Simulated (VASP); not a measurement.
# AgCl in VASP: one cell, several levels of theory

Aim: gap, levels, forces and stress of AgCl (zincblende), under +1.0 % strain along [111] alone at fixed geometry. Runs: PBE, r2SCAN. The results are then set beside those of Ansatz 0.2.0 for the same cell. This is a trial cell built on a prototype, not taken from a measured structure, and it needn't be the compound's ground state.

Program: VASP 6.6.1. PAW datasets, plane waves. Computed, not measured; no magnetism was allowed, and the structure may never have been made.

## Step 1: The cell

The cell comes from an earlier relaxation with r2SCAN in another program, then strained, with the atoms relaxed again.

It is trigonal, R3m (No. 160); a = 4.233 Å, c = 10.476 Å in the conventional setting, 27.09 Å³ an atom. Ag has 4 Cl at 2.59–2.60 Å; Cl has 4 Ag at 2.59–2.60 Å.

Structure file:

```
CELL_PARAMETERS angstrom
0.02055 3.01380 3.01380
3.01380 0.02055 3.01380
3.01380 3.01380 0.02055
ATOMIC_POSITIONS crystal
Ag 0.00120 0.00120 0.00120
Cl 0.24880 0.24880 0.24880
```

## Step 2: PBE

The input, INCAR:

```
ENCUT = 520.000000
SIGMA = 0.020000
EDIFF = 1.00e-07
GGA = PE
PREC = Accurate
IBRION = -1
ISIF = 2
ISMEAR = -1
NBANDS = 16
NELM = 120
NSW = 0
LASPH = .TRUE.
LCHARG = .FALSE.
LWAVE = .FALSE.
LREAL = .FALSE.
```

The input, KPOINTS:

```
KPOINTS created by Atomic Simulation Environment
0
Gamma
8 8 8
0 0 0
```

The input, KPOINTS_OPT:

```
special points
6
Reciprocal
0.0000000000 0.0000000000 0.0000000000 1
-0.5000000000 -0.5000000000 0.0000000000 1
-0.3750000000 -0.3750000000 0.2500000000 1
-0.3750000000 0.0000000000 0.3750000000 1
0.0000000000 0.0000000000 0.5000000000 1
-0.5000000000 -0.2500000000 0.2500000000 1
```

The input, POSCAR:

```
Ag Cl
 1.0000000000000000
     0.0205536243000000    3.0137998757000002    3.0137998757000002
     3.0137998757000002    0.0205536243000000    3.0137998757000002
     3.0137998757000002    3.0137998757000002    0.0205536243000000
 Ag  Cl
   1   1
Cartesian
  0.0072516024876572  0.0072516024876572  0.0072516024876572
  1.5047867414373421  1.5047867414373421  1.5047867414373421
```

The run uses the recommended PBE PAW datasets (18 valence electrons a neutral cell).

On the command line:

```bash
> mpirun -np 1 vasp_std
```

Printed to the terminal (iteration lines stand in OSZICAR):

```text
POSCAR found type information on POSCAR AgCl
 POSCAR found :  2 types and       2 ions
 LDA part: xc-table for (Slater+PW92), standard interpolation
 POSCAR, INCAR and KPOINTS ok, starting setup
 FFT: planning ... GRIDC
 FFT: planning ... GRID_SOFT
 FFT: planning ... GRID
 WAVECAR not read
 entering main loop
 Start KPOINTS_OPT (optional k-point list driver)
k-point batch [1-6\6]
```

OSZICAR:

```text
N       E                     dE             d eps       ncg     rms          rms(c)
DAV:   1     0.999829911098E+02    0.99983E+02   -0.83073E+03  2120   0.979E+02
DAV:   2    -0.151634901607E+01   -0.10150E+03   -0.94677E+02  2568   0.216E+02
DAV:   3    -0.560388486185E+01   -0.40875E+01   -0.40775E+01  2640   0.454E+01
DAV:   4    -0.563901155019E+01   -0.35127E-01   -0.35124E-01  2728   0.449E+00
DAV:   5    -0.563960782881E+01   -0.59628E-03   -0.59627E-03  2528   0.581E-01    0.553E+00
DAV:   6    -0.545284372727E+01    0.18676E+00   -0.28124E-01  2744   0.663E+00    0.382E+00
DAV:   7    -0.544962503715E+01    0.32187E-02   -0.10497E-01  2448   0.211E+00    0.196E+00
DAV:   8    -0.544949747312E+01    0.12756E-03   -0.58949E-03  2512   0.782E-01    0.261E-01
DAV:   9    -0.544970904643E+01   -0.21157E-03   -0.69882E-04  2560   0.351E-01    0.444E-02
DAV:  10    -0.544990426814E+01   -0.19522E-03   -0.24769E-04  2416   0.109E-01    0.383E-02
DAV:  11    -0.544991518742E+01   -0.10919E-04   -0.10816E-05  2792   0.225E-02    0.607E-03
DAV:  12    -0.544991592802E+01   -0.74060E-06   -0.78650E-07  2488   0.698E-03    0.184E-03
DAV:  13    -0.544991603552E+01   -0.10751E-06   -0.21629E-07  2704   0.415E-03    0.729E-04
DAV:  14    -0.544991603771E+01   -0.21844E-08   -0.14974E-08  1984   0.106E-03
   1 F= -.54499160E+01 E0= -.54499160E+01  d E =-.309345E-12
       N       E                     dE             ncg
DAV:   1     0.209756793544E+04   -0.25865E+04      192
DAV:   2     0.150354984339E+04   -0.59402E+03      248
DAV:   3     0.148061470559E+04   -0.22935E+02      240
DAV:   4     0.148043103540E+04   -0.18367E+00      248
DAV:   5     0.148042796329E+04   -0.30721E-02      256
DAV:   6     0.148042789591E+04   -0.67376E-04      256
DAV:   7     0.148042789426E+04   -0.16537E-05      240
DAV:   8     0.148042789422E+04   -0.37437E-07      232
```

The lines after F= are the extra pass for the points of KPOINTS_OPT, at fixed density; their E is not a total energy.

From OUTCAR:

```text
k-points           NKPTS =     65   k-points in BZ     NKDIM =     65   number of bands    NBANDS=     16

   NELECT =      18.0000    total number of electrons

   dimension x,y,z NGX =    32 NGY =   32 NGZ =   32
   dimension x,y,z NGXF=    64 NGYF=   64 NGZF=   64

  energy-cutoff  :      520.00
  volume of cell :       54.19
      direct lattice vectors                 reciprocal lattice vectors
     0.020553624  3.013799876  3.013799876    -0.167610388  0.166475055  0.166475055
     3.013799876  0.020553624  3.013799876     0.166475055 -0.167610388  0.166475055
     3.013799876  3.013799876  0.020553624     0.166475055  0.166475055 -0.167610388

 k-points in reciprocal lattice and weights: KPOINTS created by Atomic Simulation Env
   0.00000000  0.00000000  0.00000000       0.002
   0.12500000 -0.00000000 -0.00000000       0.012
   0.25000000 -0.00000000 -0.00000000       0.012
   0.37500000  0.00000000  0.00000000       0.012
   0.50000000 -0.00000000 -0.00000000       0.006
   0.12500000  0.12500000 -0.00000000       0.012
   0.25000000  0.12500000  0.00000000       0.023
   0.37500000  0.12500000 -0.00000000       0.023
[... 57 more k-points ...]

 E-fermi :   2.1352

 k-point     1 :       0.0000    0.0000    0.0000
  band No.  band energies     occupation
      1     -13.1494      2.00000
      2      -2.4105      2.00000
      3      -2.3613      2.00000
      4      -2.3613      2.00000
      5      -0.4388      2.00000
      6      -0.4388      2.00000
      7       1.6494      2.00000
      8       1.6494      2.00000
      9       1.6706      2.00000
     10       2.9201      0.00000
     11       9.6749      0.00000
     12       9.7987      0.00000
     13       9.7987      0.00000
     14      14.2808      0.00000
     15      14.2808      0.00000
     16      14.4682      0.00000

 k-point     2 :       0.1250   -0.0000   -0.0000
  band No.  band energies     occupation
      1     -13.1240      2.00000
      2      -2.4148      2.00000
      3      -2.3680      2.00000
      4      -2.3341      2.00000
      5      -0.4437      2.00000
      6      -0.4421      2.00000
      7       1.2574      2.00000
      8       1.5813      2.00000
      9       1.5925      2.00000
     10       3.4255      0.00000
     11       9.3045      0.00000
     12       9.8377      0.00000
     13       9.9281      0.00000
     14      13.7231      0.00000
     15      13.7523      0.00000
     16      14.7911      0.00000

 k-point     3 :       0.2500   -0.0000   -0.0000
  band No.  band energies     occupation
      1     -13.0622      2.00000
      2      -2.4711      2.00000
      3      -2.2998      2.00000
      4      -2.2710      2.00000
      5      -0.4402      2.00000
      6      -0.4338      2.00000
      7       0.5819      2.00000
      8       1.3985      2.00000
      9       1.4064      2.00000
     10       4.3486      0.00000
     11       8.6041      0.00000
     12      10.0867      0.00000
     13      10.1218      0.00000
     14      13.4245      0.00000
     15      13.5085      0.00000
     16      14.0436      0.00000

 k-point     4 :       0.3750    0.0000    0.0000
  band No.  band energies     occupation
      1     -12.9995      2.00000
      2      -2.4659      2.00000
      3      -2.2307      2.00000
      4      -2.2127      2.00000
      5      -0.4068      2.00000
      6      -0.3947      2.00000
      7      -0.0241      2.00000
      8       1.1828      2.00000
      9       1.2095      2.00000
     10       5.1251      0.00000
     11       8.3238      0.00000
     12      10.1156      0.00000
     13      10.1348      0.00000
     14      13.6221      0.00000
     15      14.0567      0.00000
     16      14.1941      0.00000

 k-point     5 :       0.5000   -0.0000   -0.0000
  band No.  band energies     occupation
      1     -12.9733      2.00000
      2      -2.4378      2.00000
      3      -2.2036      2.00000
      4      -2.1905      2.00000
      5      -0.3803      2.00000
      6      -0.3659      2.00000
      7      -0.2820      2.00000
      8       1.0834      2.00000
      9       1.1181      2.00000
     10       5.3953      0.00000
     11       8.3539      0.00000
     12      10.0655      0.00000
     13      10.1014      0.00000
     14      13.5659      0.00000
     15      14.9224      0.00000
     16      15.1070      0.00000

 k-point     6 :       0.1250    0.1250   -0.0000
  band No.  band energies     occupation
      1     -13.1158      2.00000
      2      -2.4606      2.00000
      3      -2.3367      2.00000
      4      -2.3076      2.00000
      5      -0.4741      2.00000
      6      -0.4175      2.00000
      7       1.3050      2.00000
      8       1.4687      2.00000
      9       1.4803      2.00000
     10       3.5869      0.00000
     11       9.1161      0.00000
     12       9.9446      0.00000
     13      10.0150      0.00000
     14      12.7898      0.00000
     15      14.3166      0.00000
     16      15.6209      0.00000

 k-point     7 :       0.2500    0.1250    0.0000
  band No.  band energies     occupation
      1     -13.0663      2.00000
      2      -2.5146      2.00000
      3      -2.2685      2.00000
      4      -2.2515      2.00000
      5      -0.4935      2.00000
      6      -0.3981      2.00000
      7       0.7861      2.00000
      8       1.2679      2.00000
      9       1.3463      2.00000
     10       4.3529      0.00000
     11       8.5900      0.00000
     12      10.0551      0.00000
     13      10.2177      0.00000
     14      12.3304      0.00000
     15      14.1438      0.00000
     16      15.3793      0.00000

 k-point     8 :       0.3750    0.1250   -0.0000
  band No.  band energies     occupation
      1     -13.0040      2.00000
      2      -2.4968      2.00000
      3      -2.2065      2.00000
      4      -2.1934      2.00000
      5      -0.4630      2.00000
      6      -0.3729      2.00000
      7       0.1503      2.00000
      8       1.0600      2.00000
      9       1.1498      2.00000
     10       5.2281      0.00000
     11       8.2896      0.00000
     12       9.7908      0.00000
     13      10.3500      0.00000
     14      12.8799      0.00000
     15      14.4775      0.00000
     16      14.8458      0.00000

 k-point     9 :       0.5000    0.1250    0.0000
  band No.  band energies     occupation
      1     -12.9654      2.00000
      2      -2.4151      2.00000
      3      -2.1995      2.00000
      4      -2.1599      2.00000
      5      -0.4126      2.00000
      6      -0.3703      2.00000
      7      -0.2342      2.00000
      8       0.9420      2.00000
      9       0.9974      2.00000
     10       5.7200      0.00000
     11       8.2833      0.00000
     12       9.6785      0.00000
     13      10.3040      0.00000
     14      13.5721      0.00000
     15      14.8596      0.00000
     16      15.0138      0.00000

 k-point    10 :      -0.3750    0.1250    0.0000
  band No.  band energies     occupation
      1     -12.9739      2.00000
      2      -2.4057      2.00000
      3      -2.2240      2.00000
      4      -2.1824      2.00000
      5      -0.4241      2.00000
      6      -0.3778      2.00000
      7      -0.1345      2.00000
      8       0.8798      2.00000
      9       1.1246      2.00000
     10       5.6287      0.00000
     11       8.3249      0.00000
     12       9.5872      0.00000
     13      10.2908      0.00000
     14      13.8685      0.00000
     15      14.1959      0.00000
     16      15.0107      0.00000

 k-point    11 :      -0.2500    0.1250    0.0000
  band No.  band energies     occupation
      1     -13.0243      2.00000
      2      -2.4646      2.00000
      3      -2.2628      2.00000
      4      -2.2348      2.00000
      5      -0.4727      2.00000
      6      -0.3827      2.00000
      7       0.3575      2.00000
      8       1.0102      2.00000
      9       1.3560      2.00000
     10       4.9594      0.00000
     11       8.4742      0.00000
     12       9.6463      0.00000
     13      10.2872      0.00000
     14      12.9440      0.00000
     15      14.1324      0.00000
     16      14.9824      0.00000

 k-point    12 :      -0.1250    0.1250    0.0000
  band No.  band energies     occupation
      1     -13.0864      2.00000
      2      -2.4548      2.00000
      3      -2.3352      2.00000
      4      -2.2871      2.00000
      5      -0.4725      2.00000
      6      -0.4160      2.00000
      7       0.9288      2.00000
      8       1.2927      2.00000
      9       1.5425      2.00000
     10       4.0412      0.00000
     11       8.8863      0.00000
     12       9.8663      0.00000
     13      10.0725      0.00000
     14      12.9677      0.00000
     15      13.6941      0.00000
     16      15.6456      0.00000

[... the tables of k-points 13 to 65 left out ...]

  Total        0.2422463      0.2422463      0.2422463     -0.0074135     -0.0074135     -0.0074135
  in kB        7.1624248      7.1624248      7.1624248     -0.2191915     -0.2191915     -0.2191915
  external PRESSURE =       7.1624248 kB  Pullay stress =       0.0000000 kB

 POSITION                                       TOTAL-FORCE (eV/Angst)
 -----------------------------------------------------------------------------------
      0.00725      0.00725      0.00725        -0.001195     -0.001195     -0.001195
      1.50479      1.50479      1.50479         0.001195      0.001195      0.001195
 -----------------------------------------------------------------------------------
    total drift:                               -0.000111     -0.000111     -0.000111

  FREE ENERGIE OF THE ION-ELECTRON SYSTEM (eV)
  ---------------------------------------------------
  free  energy   TOTEN  =        -5.4499160377 eV

  energy  without entropy=       -5.4499160377  energy(sigma->0) =       -5.44991604
```

Hardware: 1 MPI rank of Intel Xeon Platinum 8488C, shared host.

The levels at the points of KPOINTS_OPT are read from vasprun.xml.

Levels at the named points, in eV from the top of band v (v: the last filled band by count, c: the next):

```
point    v−1      v     c   c+1
    Γ  -0.02   0.00  1.25  8.00
    X  -1.34  -1.34  4.81  5.40
    U  -1.35  -1.05  5.28  5.73
    K  -1.33  -1.05  5.23  5.77
    L  -0.59  -0.55  3.72  6.68
    W  -1.75  -1.00  5.51  6.13
```

The PBE gap is 1.25 eV, direct at Γ. The pressure is 0.72 GPa; the forces vanish within 0.01 eV/Å.

[end of part 1 of 2]
